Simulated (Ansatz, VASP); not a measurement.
C in VASP and in Ansatz

The input INCAR:

```
SYSTEM = C
PREC = Accurate ; ENCUT = 520
EDIFF = 1E-7 ; ISMEAR = 0
SIGMA = 0.1 ; LREAL = .False.
LASPH = .True. ; NELM = 80
ALGO = Normal ; ISIF = 2
LWAVE = .False. ; LCHARG = .False.
GGA = PE ; NBANDS = 26
```

File KPOINTS:

```
regular mesh
0
Gamma
  6 6 6
  0 0 0
```

The input POSCAR:

```
C
1.0
    3.5521537774      0.0000000000      0.0000000000
    0.0000000000      3.5521537774      0.0000000000
    0.0000000000      0.0000000000      3.5521537774
C
8
Direct
    0.0000000000      0.0000000000      0.0000000000
    0.0000000000      0.0000000000      0.5000000000
    0.0000000000      0.5000000000      0.0000000000
    0.0000000000      0.5000000000      0.5000000000
    0.5000000000      1.0000000000      1.0000000000
    0.5000000000      1.0000000000      0.5000000000
    0.5000000000      0.5000000000      1.0000000000
    0.5000000000      0.5000000000      0.5000000000
```

Input for Ansatz:

```yaml
crystal:
  lattice:
    - [3.5521537774, 0.0, 0.0]
    - [0.0, 3.5521537774, 0.0]
    - [0.0, 0.0, 3.5521537774]
  atoms:
    - { symbol: C, position: [0.0, 0.0, 0.0] }
    - { symbol: C, position: [0.0, 0.0, 0.5] }
    - { symbol: C, position: [0.0, 0.5, 0.0] }
    - { symbol: C, position: [0.0, 0.5, 0.5] }
    - { symbol: C, position: [0.5, 1.0, 1.0] }
    - { symbol: C, position: [0.5, 1.0, 0.5] }
    - { symbol: C, position: [0.5, 0.5, 1.0] }
    - { symbol: C, position: [0.5, 0.5, 0.5] }
basis:
  ecutwfc: 420
kpoints:
  mp_grid: { grid: [6, 6, 6] }
hamiltonian:
  xc: pbe
scf:
  occupations: { method: gaussian, width: 0.1 }
output:
  forces: true
  stress: true
  eigenvalues: true
```

Alike in both runs: task single point; functional PBE; k mesh 6 × 6 × 6; occupations gaussian, width 0.1 eV; no spin polarisation.

```csv
,VASP,Ansatz
version,VASP 6.6.1,Ansatz 0.2.0
potentials or method,"VASP PAW PBE potentials, release 64 (C)","scalar-relativistic, plane waves, PAW"
plane-wave cutoff (eV),520,420
valence electrons in the cell,32,32
```

Ansatz gave:

* gap on the k mesh at the Fermi level (eV): none
* pressure (GPa): 3.1

Task: What did VASP give for the same quantities?

Result: gap on the k mesh at the Fermi level (eV): none; pressure (GPa): 3.2.

A gap of «none» marks a metal or a gap that the smearing closes. With one functional, cell and mesh, what is left measures potentials, basis and numerics.
